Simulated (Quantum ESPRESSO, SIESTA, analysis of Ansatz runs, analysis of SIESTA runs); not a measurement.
# O_N in GaN (P6_3mc): how far do the levels depend on the k-points? (SIESTA)

Question: at which Fermi levels does O_N in GaN (P6_3mc) change its charge, and how much of the answer depends on the k-points? The model is a cell of 72 host atoms with 1 N taken out and 1 O put in.

Calculated with SIESTA 5.4.2; SIESTA numerical-orbital DFT, PBEsol, DZP basis, PseudoDojo 0.4.1 potentials converted to PSML; charged supercells in a uniform background, point-charge correction with alignment at far sites.

Experimental background.

“Vacancy defect in bulk and at (10overline10) surface of GaN: A combined first-principles theoretical and experimental analysis” (2017, arxiv:1710.05670) quotes from earlier work for GaN, wurtzite (bulk w-GaN, literature, 300 K): band gap (direct gap at Gamma) 3.4 eV [Rounded room-temperature literature value quoted in passing in the theory part].

Most raw output is cut from this account.

**1. The structure**

The cell holds 72 atoms: 36 Ga, 35 N and 1 O. Cell: a = 9.608 Å, b = 9.608 Å, c = 10.426 Å, α = 90.0°, β = 90.0°, γ = 120.0°. It derives from GaN (space group P6_3mc). Nearest the centre at fractional (0.556, 0.444, 0.438): O35 at 0.00 Å, Ga34 at 1.96 Å, Ga26 at 1.96 Å, Ga58 at 1.96 Å, Ga33 at 1.97 Å, N36 at 3.20 Å, N40 at 3.20 Å, N60 at 3.20 Å.

Coordinates:

The host's dielectric constants go in as inputs: (5.90, 5.90, 6.09) for the electrons alone, (10.22, 10.22, 11.31) with the ions, from a response run on this crystal (DFPT, PBEsol, Quantum ESPRESSO) at that run's own cell.

The cell's shortest repeat is 9.6 Å.

The primitive cell was relaxed at this level beforehand, to 46.30 Å³.

The defect-free supercell was relaxed beforehand, from displaced atoms: they ended at most 0.01 Å from the sites they started about, so the symmetric structure holds.

**2. Band edges**

Levels are counted from the valence top, which comes from the unit cell, dense mesh; the energy of the host comes from the defect-free supercell at the defects' own k-points, so that the host's part of the sampling error cancels.

The input, host.fdf:

```
SystemName                      GaN
SystemLabel                     host
NumberOfSpecies                 2
NumberOfAtoms                   4
%block ChemicalSpeciesLabel
  1   31 Ga
  2    7 N
%endblock ChemicalSpeciesLabel
LatticeConstant                 1.0 Ang
%block LatticeVectors
     3.202819000    -0.000573000     0.000000000
    -1.601906000     2.773436000     0.000000000
     0.000000000     0.000000000     5.213207000
%endblock LatticeVectors
AtomicCoordinatesFormat         Fractional
%block AtomicCoordinatesAndAtomicSpecies
     0.666630562     0.333369142     0.498961580  1
     0.333369438     0.666630858     0.998961484  1
     0.666630874     0.333369142     0.875909972  2
     0.333369126     0.666630858     0.375910068  2
%endblock AtomicCoordinatesAndAtomicSpecies
%block kgrid.MonkhorstPack
   12   0   0  0.00
    0  12   0  0.00
    0   0   6  0.00
%endblock kgrid.MonkhorstPack
XC.Functional                   GGA
XC.Authors                      PBEsol
PAO.BasisSize                   DZP
PAO.EnergyShift                 0.005 Ry
Mesh.Cutoff                     300 Ry
OccupationFunction              FD
ElectronicTemperature           0.01 eV
MaxSCFIterations                150
SCF.MustConverge                true
SCF.Mixer.Method                Pulay
SCF.Mixer.Weight                0.2
SCF.Mixer.History               10
SCF.DM.Tolerance                1.0e-4
SCF.H.Tolerance                 1.0e-3 eV
WriteForces                     true
Charge.Mulliken                 end
```

Command:

```console
> OMP_NUM_THREADS=1 siesta host.fdf > host.out
```

The job ended after 54 s (1 MPI rank of Arm Neoverse V2, shared host; peak memory 0.25 GiB).

The gap at this level is 1.79 eV.

Test of the sampling: at one point at (¼, ¼, ¼) the host's energy lies 25 meV an atom below its value on the primitive cell's dense mesh, a warning that formation energies at this sampling may be off by tenths of an eV.

**3. Relaxing each charge state**

Each state starts from the atoms near the defect displaced at random, so that no symmetry of the ideal site is imposed. An odd electron count needs spin polarisation, and the total moment is held fixed to keep the state apart from its neighbours in spin. Charge 0 is shown in full.

The input, defect.fdf:

```
SystemName                      Ga36N35O
SystemLabel                     defect
NumberOfSpecies                 3
NumberOfAtoms                   72
%block ChemicalSpeciesLabel
  1   31 Ga
  2    7 N
  3    8 O
%endblock ChemicalSpeciesLabel
LatticeConstant                 1.0 Ang
%block LatticeVectors
     9.608457000    -0.001719000     0.000000000
    -4.805718000     8.320308000     0.000000000
     0.000000000     0.000000000    10.426414000
%endblock LatticeVectors
AtomicCoordinatesFormat         Fractional
%block AtomicCoordinatesAndAtomicSpecies
     0.222726195     0.110132668     0.244843598  1
     0.113007376     0.227913921     0.500700134  1
     0.225388852     0.117069273     0.438626080  2
     0.111123042     0.222210286     0.187955034  2
     0.222210187     0.111123047     0.749480790  1
     0.111123146     0.222210286     0.999480742  1
     0.222210291     0.111123047     0.937954986  2
     0.111123042     0.222210286     0.687955034  2
     0.222331227     0.443061806     0.244877596  1
     0.111123146     0.555543619     0.499480742  1
     0.216354466     0.440383951     0.437718498  2
     0.111123042     0.555543619     0.187955034  2
     0.222210187     0.444456381     0.749480790  1
     0.111123146     0.555543619     0.999480742  1
     0.222210291     0.444456381     0.937954986  2
     0.111123042     0.555543619     0.687955034  2
     0.222210187     0.777789714     0.249480790  1
     0.111123146     0.888876953     0.499480742  1
     0.222210291     0.777789714     0.437954986  2
     0.111123042     0.888876953     0.187955034  2
     0.222210187     0.777789714     0.749480790  1
     0.111123146     0.888876953     0.999480742  1
     0.222210291     0.777789714     0.937954986  2
     0.111123042     0.888876953     0.687955034  2
     0.554563283     0.115702371     0.248734208  1
     0.438458298     0.218936610     0.499645966  1
     0.560077190     0.112381524     0.440962536  2
     0.445708368     0.225158411     0.183781178  2
     0.555543521     0.111123047     0.749480790  1
     0.444456479     0.222210286     0.999480742  1
     0.555543625     0.111123047     0.937954986  2
     0.443669647     0.223665554     0.692393484  2
     0.559015159     0.449651441     0.247207600  1
     0.449511605     0.556162095     0.497576318  1
     0.549608338     0.440723717     0.437683550  3
     0.448922922     0.557004140     0.191083335  2
     0.553634557     0.444901781     0.753840966  1
     0.444456479     0.555543619     0.999480742  1
     0.555543625     0.444456381     0.937954986  2
     0.443769721     0.560147576     0.686573383  2
     0.561379477     0.781577185     0.248660199  1
     0.444456479     0.888876953     0.499480742  1
     0.550273422     0.777032817     0.439475558  2
     0.444456375     0.888876953     0.187955034  2
     0.555543521     0.777789714     0.749480790  1
     0.444456479     0.888876953     0.999480742  1
     0.555543625     0.777789714     0.937954986  2
     0.444456375     0.888876953     0.687955034  2
     0.888876854     0.111123047     0.249480790  1
     0.782707984     0.226709143     0.497463676  1
     0.888876958     0.111123047     0.437954986  2
     0.777789709     0.222210286     0.187955034  2
     0.888876854     0.111123047     0.749480790  1
     0.777789813     0.222210286     0.999480742  1
     0.888876958     0.111123047     0.937954986  2
     0.777789709     0.222210286     0.687955034  2
     0.883041641     0.440297030     0.249368544  1
     0.771781019     0.552638121     0.499454018  1
     0.888680382     0.448610410     0.435195362  2
     0.779283293     0.551600395     0.186254283  2
     0.888876854     0.444456381     0.749480790  1
     0.777789813     0.555543619     0.999480742  1
     0.888876958     0.444456381     0.937954986  2
     0.775812331     0.552756120     0.692169467  2
     0.889267940     0.777491902     0.254244481  1
     0.776168064     0.891672051     0.502686437  1
     0.884578656     0.772006743     0.438122930  2
     0.777789709     0.888876953     0.187955034  2
     0.888876854     0.777789714     0.749480790  1
     0.777789813     0.888876953     0.999480742  1
     0.888876958     0.777789714     0.937954986  2
     0.777789709     0.888876953     0.687955034  2
%endblock AtomicCoordinatesAndAtomicSpecies
%block kgrid.MonkhorstPack
    1   0   0  0.25
    0   1   0  0.25
    0   0   1  0.25
%endblock kgrid.MonkhorstPack
XC.Functional                   GGA
XC.Authors                      PBEsol
PAO.BasisSize                   DZP
PAO.EnergyShift                 0.005 Ry
Mesh.Cutoff                     300 Ry
Spin                            polarized
%block DM.InitSpin
    26   0.200
    33   0.200
    34   0.200
    35   0.200
    58   0.200
%endblock DM.InitSpin
Spin.Fix                        true
Spin.Total                      1.0
OccupationFunction              FD
ElectronicTemperature           0.01 eV
MaxSCFIterations                150
SCF.MustConverge                true
SCF.Mixer.Method                Pulay
SCF.Mixer.Weight                0.1
SCF.Mixer.History               10
SCF.DM.Tolerance                3.0e-4
SCF.H.Tolerance                 3.0e-3 eV
WriteForces                     true
Charge.Mulliken                 end
SaveRho                         true
SaveElectrostaticPotential      true
Charge.Hirshfeld                end
Charge.Voronoi                  end
MD.TypeOfRun                    Broyden
MD.Steps                        90
MD.MaxForceTol                  0.04 eV/Ang
MD.MaxDispl                     0.15 Ang
WriteCoorStep                   true
AtomCoorFormatOut               Fractional
```

Command:

```console
> OMP_NUM_THREADS=1 siesta defect.fdf > defect.out
```

Run time: 1.7 h. Hardware: 1 MPI rank; peak memory 2.4 GiB.

The steps and moves of this run count from the displaced start.

Relaxation path:

```csv
step,energy less that of the first step (eV),largest force (eV/Å)
0,0.0000,2.4820
1,-0.5165,1.2047
2,-0.6882,0.3769
3,-0.7160,0.2114
4,-0.7313,0.1165
5,-0.7393,0.0701
6,-0.7436,0.0388
```

The atoms that moved most (Å):

```csv
atom,dx,dy,dz,length
Ga34,-0.104,0.028,0.038,0.114
Ga58,0.082,0.049,0.027,0.099
Ga33,-0.007,-0.040,-0.054,0.068
Ga26,0.035,-0.037,0.026,0.057
Ga57,0.044,0.031,-0.005,0.054
N3,-0.011,-0.050,-0.011,0.053
N43,0.046,0.014,-0.020,0.052
Ga65,-0.002,0.006,-0.050,0.051
```

Neighbours of O35 at the end:

```csv
atom,distance (Å)
Ga26,2.018
Ga58,2.020
Ga34,2.029
Ga33,2.038
N27,3.189
N28,3.190
N36,3.195
N3,3.195
N59,3.200
N32,3.200
N60,3.202
N11,3.204
N67,3.207
N40,3.208
N64,3.210
N43,3.217
```

Energies on the run's own zero. States near gap, by row:

```csv
spin,k,band,energy (eV),filled by count
up,0,321,-7.044,1
up,0,322,-6.996,1
up,0,323,-6.786,1
up,0,324,-6.739,1
up,0,325,-3.354,1
up,0,326,-2.731,0
up,0,327,-2.407,0
up,0,328,-2.291,0
up,0,329,-2.075,0
down,0,320,-7.042,1
down,0,321,-7.026,1
down,0,322,-6.978,1
down,0,323,-6.771,1
down,0,324,-6.723,1
down,0,325,-3.278,0
down,0,326,-2.669,0
down,0,327,-2.374,0
down,0,328,-2.255,0
```

The states that were run, at one point at (¼, ¼, ¼), on 1 MPI rank of Arm Neoverse V2, shared host:

```csv
charge,moment (μB),outcome,structures computed,largest displacement of a host atom from its site (Å),lowest empty less highest filled level (eV),time
+1,0,converged,7,0.09,3.42,57 min
−1,0,converged,7,0.07,0.61,59 min
0,1,converged,7,0.08,0.08,1.7 h
```

Against the host's sites the lattice moves most at charge +1 (0.09 Å); the smallest move among the states is 0.07 Å.

**4. Corrections and levels**

A charged cell interacts with its images and the background. The point-charge term, screened by the static dielectric constant, takes that out, and the potential far from the defect is aligned with the host's. Chemical potentials: Ga (alpha-Ga (Cmce)), N (N2 molecule) and O (O2 molecule), run alike.

By state, in eV; the first energy still holds the atoms taken out or put in:

```csv
charge,moment (μB),"energy over the host, electrons at the valence top",point-charge term,potential shift at far sites,its spread,correction
−1,0,-162.327,0.206,0.091,0.030,0.115
0,1,-165.413,0.000,-,-,0.000
+1,0,-168.467,0.206,-0.017,0.024,0.190
```

Potentials at atomic sites for charge −1, some of the atoms; distances and the model charge refer to the site on which the defect was built:

```csv
atom,distance from that site (Å),potential less the host's (eV),point-charge model (eV)
Ga58,1.994,-0.067,0.278
N11,3.210,-0.023,0.049
N36,3.212,-0.008,0.047
Ga65,3.758,0.005,-0.004
N52,4.526,0.017,-0.050
Ga13,4.570,0.021,-0.054
Ga38,4.947,0.029,-0.059
N16,5.538,0.031,-0.066
Ga6,5.882,0.030,-0.092
N7,6.121,0.005,-0.088
N55,7.611,0.025,-0.106
```

Over the charge states the far sites scatter by a standard deviation of up to 0.03 eV about the model once its mean shift is taken off, which is the uncertainty of the alignment.

Limit set by the element alone; other compounds of these elements are not counted. Chemical potentials from the elements' reference states: Ga 0.00 eV, N -1.62 eV, O 0.00 eV. Formation energies (Ga-rich), with the Fermi level at the valence top and at the conduction bottom (gap 1.79 eV):

```csv
charge,at valence top (eV),at conduction bottom (eV),correction included (eV)
+1,-4.62,-2.82,0.19
0,-1.75,-1.75,0.00
−1,1.45,-0.34,0.11
```

```
Fermi level (eV)  lowest formation energy (eV)
            0.00                         -4.62
            0.16                         -4.45
            0.33                         -4.29
            0.49                         -4.13
            0.65                         -3.97
            0.81                         -3.80
            0.98                         -3.64
            1.14                         -3.48
            1.30                         -3.31
            1.47                         -3.15
            1.63                         -2.99
            1.79                         -2.82
```

Limit set by the element alone; other compounds of these elements are not counted. Chemical potentials from the elements' reference states: N 0.00 eV, Ga -1.62 eV, O 0.00 eV. Formation energy by charge state (N-rich; gap 1.79 eV):

```csv
charge,at valence top (eV),at conduction bottom (eV),correction included (eV)
+1,-2.99,-1.20,0.19
0,-0.13,-0.13,0.00
−1,3.07,1.28,0.11
```

| Fermi level (eV) | lowest formation energy (eV) |
| --- | --- |
| 0.00 | -2.99 |
| 0.16 | -2.83 |
| 0.33 | -2.67 |
| 0.49 | -2.51 |
| 0.65 | -2.34 |
| 0.81 | -2.18 |
| 0.98 | -2.02 |
| 1.14 | -1.85 |
| 1.30 | -1.69 |
| 1.47 | -1.53 |
| 1.63 | -1.36 |
| 1.79 | -1.20 |

So at this level: (+1/0) at 2.86 eV (3.05 without the correction) and (0/−1) at 3.20 eV (3.09 without the correction), in a gap of 1.79 eV. (+1/0) and (0/−1) lie outside the gap, so the charge beyond is not the lowest at any Fermi level in the gap, within the error of the correction.

**5. SIESTA, PBEsol, DZP, 2×2×2**

The k-points change from one point at (¼, ¼, ¼) to 2×2×2 shifted by half a step on the same structures. A defect state disperses through its periodic images, and a carrier in a host band fills it differently at other k-points; both move the energies of the states that hold these electrons.

The input, defect.fdf:

```
SystemName                      Ga36N35O
SystemLabel                     defect
NumberOfSpecies                 3
NumberOfAtoms                   72
%block ChemicalSpeciesLabel
  1   31 Ga
  2    7 N
  3    8 O
%endblock ChemicalSpeciesLabel
LatticeConstant                 1.0 Ang
%block LatticeVectors
     9.608457000    -0.001719000     0.000000000
    -4.805718000     8.320308000     0.000000000
     0.000000000     0.000000000    10.426414000
%endblock LatticeVectors
AtomicCoordinatesFormat         Fractional
%block AtomicCoordinatesAndAtomicSpecies
     0.222393379     0.111541339     0.249154599  1
     0.111204746     0.222870134     0.499723778  1
[... 23 atom lines left out ...]
     0.440790586     0.215875629     0.502198455  1
[... 6 atom lines left out ...]
     0.555826006     0.444845968     0.242745780  1
     0.441469502     0.558547699     0.501047724  1
     0.554044052     0.442205193     0.436663267  3
[... 22 atom lines left out ...]
     0.781413535     0.557440812     0.501824597  1
[... 8 atom lines left out ...]
     0.888322239     0.778084781     0.437935229  2
[... 4 atom lines left out ...]
     0.777617483     0.889418844     0.688379245  2
%endblock AtomicCoordinatesAndAtomicSpecies
%block kgrid.MonkhorstPack
    2   0   0  0.50
    0   2   0  0.50
    0   0   2  0.50
%endblock kgrid.MonkhorstPack
XC.Functional                   GGA
XC.Authors                      PBEsol
PAO.BasisSize                   DZP
PAO.EnergyShift                 0.005 Ry
Mesh.Cutoff                     300 Ry
NetCharge                       -1.0
OccupationFunction              FD
ElectronicTemperature           0.01 eV
MaxSCFIterations                150
SCF.MustConverge                true
SCF.Mixer.Method                Pulay
SCF.Mixer.Weight                0.2
SCF.Mixer.History               10
SCF.DM.Tolerance                1.0e-4
SCF.H.Tolerance                 1.0e-3 eV
WriteForces                     true
Charge.Mulliken                 end
SaveRho                         true
SaveElectrostaticPotential      true
Charge.Hirshfeld                end
Charge.Voronoi                  end
```

Wall time 17 min (1 MPI rank); peak memory 1.9 GiB.

On the kept structures the largest force at this level is 0.16 eV/Å, so they are not at rest here, and a relaxation would lower the states by unlike amounts.

At charge 0 filled and empty levels, counted over both spins and all k-points, touch or overlap: the last carrier shares a level or a band, or the held moment keeps an electron of one spin above an empty level of the other.

By state, in eV; the first energy still holds the atoms taken out or put in:

```csv
charge,moment (μB),"energy over the host, electrons at the valence top",point-charge term,potential shift at far sites,its spread,correction
−1,0,-162.879,0.206,0.102,0.033,0.104
0,1,-165.705,0.000,-,-,0.000
+1,0,-168.505,0.206,-0.017,0.024,0.190
```

Against the first level the gap goes from 1.79 to 1.79 eV, and the level that moves most, (0/−1), from 3.20 to 2.93 eV. Both gaps come from the dense mesh of the unit cell, so this step does not test the gap. At charge 0, 51 % of the majority spin lies within 4 Å of the centre, against 39 % for an even spread, which points to a carrier spread as in a band; the levels next to it are then no levels of a bound state.

**6. Side by side**

Gap and levels in eV, each above its own valence top, and the processor time of the defect runs (shared machines):

```csv
level of method,gap,(+1/0),(0/−1),runs,core time
"SIESTA, PBEsol, DZP, k = ¼",1.79,2.86,3.20,relaxations,3.6 h
"SIESTA, PBEsol, DZP, 2×2×2",1.79,2.61,2.93,single points,71 min
```

Values below zero or above the gap of their row lie outside the gap.

Formation energies in eV with the Fermi level at the valence top and the elements as references, each run at its own level:

```csv
level of method,+1,0,−1
"SIESTA, PBEsol, DZP, k = ¼",-2.99,-0.13,3.07
"SIESTA, PBEsol, DZP, 2×2×2",-3.03,-0.42,2.51
```

**7. Outcome**

```
gap of the host (SIESTA, PBEsol) : 1.79 eV
```

At the level trusted most (SIESTA, PBEsol, DZP, 2×2×2) no transition falls inside the gap of 1.79 eV: charge +1 is lowest across it. (+1/0) and (0/−1) reach a band edge before or after the correction; the carrier may then sit in a band, where the point-charge correction doesn't apply and the value depends on how these k-points fill the band, which is not corrected here. Only the charges −1, 0 and +1 were placed; others may be stable too. Compounds of O with the host's elements are not counted; they lower the chemical potential of the dopant and raise these formation energies. What this leaves open: PBEsol makes the gap too small and tends to spread out bound carriers; where a gas molecule sets a chemical potential or the host's formation energy, its binding is uncorrected.

Comparison with the measured values:

| quantity | measured | PBEsol PseudoDojo, SIESTA |
| --- | --- | --- |
| band gap (direct gap) (eV) | 3.4 | 1.79 (-1.61 eV) |

Measured values from arxiv:1710.05670 (2017).

**Verdict.** The band gap is off by -1.61 eV: a clear miss. Local and semilocal functionals usually give gaps below the measured ones. Zero-point and thermal motion shift the measured gap.

[Logs are printed without paths, hosts, clocks, repeated set-up lines and the standing remarks that a program may print on its own settings, such as how far it seeks lower states.]

[Hosts, paths, dates, database ids (printed as entryN), source tags and the programs' standing remarks are cut or masked in the printed files.]

[For some hosts the program warned that the k-mesh of the response run may be too coarse for force constants and the static dielectric constant; such warnings are not shown here.]

[Charge tables in the logs are Mulliken or Hirshfeld populations, whose sizes and signs can differ; where basis functions stand at a vacancy, SIESTA counts their charge against the missing atom's valence.]

[In relaxation paths of CP2K, step 0 can be the structure after the first move, since the trajectory file begins there, and the last row can be the final structure solved once more.]
